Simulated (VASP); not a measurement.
Input of a VASP 6.6.1 run:

The input INCAR:

```
PREC     = Accurate       # precision mode
ENCUT    = 520            # plane-wave cutoff, eV
EDIFF    = 1E-6           # SCF threshold, eV
ISMEAR   = 0              # smearing method
SIGMA    = 0.1            # smearing width, eV
LREAL    = F              # projectors in reciprocal space
LASPH    = T              # aspherical terms in the spheres
NELM     = 100            # most SCF steps
ALGO     = Fast           # electronic algorithm
ISIF     = 2              # what is computed and relaxed
LWAVE    = F              # write WAVECAR
LCHARG   = F              # write CHGCAR
GGA      = PE             # functional
NBANDS   = 36             # bands
```

KPOINTS

```
Automatic mesh
0
Gamma
  12 12 6
```

POSCAR

```
Ge
1.0
    4.0581567162      0.0000000000      0.0000000000
   -2.0290783581      3.5144668087      0.0000000000
    0.0000000000      0.0000000000      6.6925282080
Ge
4
Direct
    0.6666666667      0.3333333333      0.0627911823
    0.3333333333      0.6666666667      0.5627911823
    0.6666666667      0.3333333333      0.4372088177
    0.3333333333      0.6666666667      0.9372088177
```

Potentials or basis: VASP PAW PBE potentials, release 64 (Ge_d).

Launch:

```sh
$ cat potpaw_PBE.64/Ge_d/POTCAR > POTCAR
$ mpirun -np 1 vasp_std > vasp.out
```

(1) Predict the band gap on the k mesh.

(2) Predict the pressure.

## Answers

(1) none (metal or under the smearing width).

(2) -0.1 GPa.
